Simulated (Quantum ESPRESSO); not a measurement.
Runs of Quantum ESPRESSO 7.5 on Rh. The structure is cubic, space group Fm-3m (No. 225). Conventional cell: a = 3.796 Å, b = 3.796 Å, c = 3.796 Å, α = 90.00°, β = 90.00°, γ = 90.00°. Rh (site symmetry m-3m) has 12 Rh at 2.68 Å as nearest neighbours. 

```tsv
task	level	potentials or basis	spin	cell	cutoff (eV)	most ionic steps	forc conv thr	etot conv thr	ion dynamics	cell dynamics	gap on the mesh (eV)	pressure (GPa)
relaxation of cell and atoms	PBE	PseudoDojo 0.5 SR PBE stringent	off	relaxed to 0.3 kbar	1197	40	0.0004 Ry/bohr	1e-05 Ry	bfgs	bfgs	none	0.1
relaxation of cell and atoms	PBE	Ansatz NC SR PBE	off	relaxed to 0.3 kbar	1197	40	0.0004 Ry/bohr	1e-05 Ry	bfgs	bfgs	none	0.1
relaxation of cell and atoms	PBE	PseudoDojo 0.4 SR PBE stringent	off	relaxed to 0.3 kbar	1197	40	0.0004 Ry/bohr	1e-05 Ry	bfgs	bfgs	none	0.1
relaxation of cell and atoms	PBE	PseudoDojo 0.4.1 SR PBE standard	off	relaxed to 0.3 kbar	1197	40	0.0004 Ry/bohr	1e-05 Ry	bfgs	bfgs	none	0.1
relaxation of cell and atoms	PBE	PseudoDojo 0.5 SR PBE standard	off	relaxed to 0.3 kbar	1197	40	0.0004 Ry/bohr	1e-05 Ry	bfgs	bfgs	none	0.1
relaxation of cell and atoms	PBE	SPMS 1.0 PBE	off	relaxed to 0.3 kbar	952	40	0.0004 Ry/bohr	1e-05 Ry	bfgs	bfgs	none	0.0
relaxation of cell and atoms	PBE	JTH 2.0 PBE	off	relaxed to 0.3 kbar	490	40	0.0004 Ry/bohr	1e-05 Ry	bfgs	bfgs	none	0.0
relaxation of cell and atoms	PBE	SG15 PBE 1.2	off	relaxed to 0.3 kbar	952	40	0.0004 Ry/bohr	1e-05 Ry	bfgs	bfgs	none	0.0
band structure	PBE	PseudoDojo 0.4 SR PBE stringent	off	as given	1197	-	-	-	-	-	none	(a)
band structure	PBEsol	PseudoDojo 0.4 SR PBEsol stringent	off	as given	1197	-	-	-	-	-	none	-3.3
relaxation of cell and atoms	PBE	GBRV 1.5 PBE	off	relaxed to 0.3 kbar	612	40	0.0004 Ry/bohr	1e-05 Ry	bfgs	bfgs	none	0.1
```

Alike in all rows: k mesh 12 × 12 × 12; smearing fermi-dirac 0.05 eV.

Problem. Estimate the missing entries.

Solution. (a) 7.7.

Caveats: the cutoff is low for these files, which shifts pressure and relaxed volume (some runs).

A k mesh can miss the band edges, and the runs leave out spin-orbit coupling on Rh.

A gap of «none» marks a metal or a gap under the smearing width.

The runs don't all hold the same shells in valence.
